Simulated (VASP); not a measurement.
## ZnTe (zinc blende): computed properties

Computed with PBE GGA, VASP's PBE PAW potentials (set 64) (plane waves; VASP 6.6.1).

```yaml
space_group: F-43m (216)
cell: a = b = c = 6.1754 Å, α = β = γ = 90.00°
volume_per_atom: 29.44 Å^3/atom
band gap (over mesh and band path): 1.08 eV
smallest direct gap (over mesh and band path): 1.08 eV
hill_bulk_modulus: 44.5 GPa
hill_shear_modulus: 22.4 GPa
Poisson's ratio: 0.284
band_edge_character: direct, Γ to Γ
density: 5.44 g/cm³
optical Γ-point spectrum: 170 (×3) cm⁻¹
C11: 64.1 GPa
C12: 34.7 GPa
C44: 29.8 GPa
```

```
CELL_PARAMETERS angstrom
      0.00000     3.08772     3.08772
      3.08772     0.00000     3.08772
      3.08772     3.08772     0.00000
ATOMIC_POSITIONS crystal
  Zn 0.00000 0.00000 0.00000
  Te 0.25000 0.25000 0.25000
```

Measured: gap 2.43 eV (computed value off by -1.35 eV), as given by Anna Miglio et al., npj Computational Materials (2020), arXiv:2011.12765 [zero-point renormalisation of 40 meV (experimental, the table's column) added back]; a 6.104 Å (computed value off by +1.2 %), as given by Martin Albrecht et al., Physical review. B, Condensed matter (1997), arXiv:cond-mat/9706128; bulk modulus 51.0 GPa (computed value off by -12.8 %), shear modulus 23.4 GPa (computed value off by -4.1 %), as given by Cormac Toher et al., Physical Review Materials (2017), arXiv:1611.05714. The calculation is for a static lattice, while the measured a, bulk modulus, shear modulus hold thermal and zero-point effects, which are part of the difference.  Unless said otherwise, spin-orbit coupling is left out, though it shifts the bands of the heavy elements here.

The compound is ZnTe in the zinc blende structure. It was relaxed first. Symmetry was kept, so distortions that lower it aren't found.
